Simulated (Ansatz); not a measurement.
# Ir: elastic constants from stress and strain

```
CELL_PARAMETERS angstrom
0.00000 1.91970 1.91970
1.91970 0.00000 1.91970
1.91970 1.91970 0.00000
ATOMIC_POSITIONS crystal
Ir 0.00000 0.00000 0.00000
```

The cell comes from COD entry 9008470, which wasn't checked; take it as a given geometry.

No spin–orbit coupling, which matters for the heavy atoms here.

These are results of Ansatz 0.2.0, DFT, PBE, all-electron LAPW, scalar-relativistic, not measurements.

Numerical set-up: a Γ-centred 15×15×15 k mesh, Fermi–Dirac smearing of 0.05 eV, basis error target 0.5 meV/atom, no spin polarisation.

The unstrained cell is at 8.85 GPa. Large strains and very small stresses are left out. Each strain is applied once, with fractional coordinates held (clamped ions), and σ below is the change of stress, positive in tension. One finite strain gives stress–strain coefficients at this pressure with an error of the order of the strain times third-order constants, a few per cent for each per cent of strain. In a metal the k mesh adds noise of tens of per cent to soft shears.

**Question.** With equal xy, yz and zx engineering shear strains of -1 %, the run gives σxy = -2.81 GPa and γxy = 2εxy = -0.0100. Which stiffness follows?

**Answer.** C44 (clamped ions) = σxy/γxy = 281 GPa.

**Question.** With equal xy, yz and zx engineering shear strains of +1 %, the run gives σxy = 2.85 GPa and γxy = 2εxy = 0.0100. Which stiffness follows?

**Answer.** C44 (clamped ions) = σxy/γxy = 285 GPa.
